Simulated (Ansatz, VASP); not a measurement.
## Two plane-wave programs on Sr

```
CELL_PARAMETERS angstrom
4.11386 0.00000 0.00000
-1.37129 3.87858 0.00000
-1.37129 -1.93929 3.35895
ATOMIC_POSITIONS crystal
Sr 0.00000 0.00000 0.00000
```

This isn't the form of Sr at room conditions, which is fcc.

Alike in both runs: functional PBE; k mesh 7 × 7 × 7; no spin polarisation.

Ansatz relaxed the structure, and its values are those at the end. VASP's run is a single point on that final structure, the one shown.

|  | VASP | Ansatz |
| --- | --- | --- |
| version | VASP 6.6.1 | Ansatz 0.2.0 |
| potentials or method | VASP PAW PBE potentials, release 64 (Sr_sv) | plane waves, PAW |
| plane-wave cutoff (eV) | 520 | 571 |
| occupations | methfessel-paxton of order 1, width 0.05 eV | cold, width 0.05 eV |
| valence electrons in the cell | 10 | 10 |

```tsv
	VASP	Ansatz	Ansatz less VASP
pressure (GPa)	0.0	0.0	-0.01
```
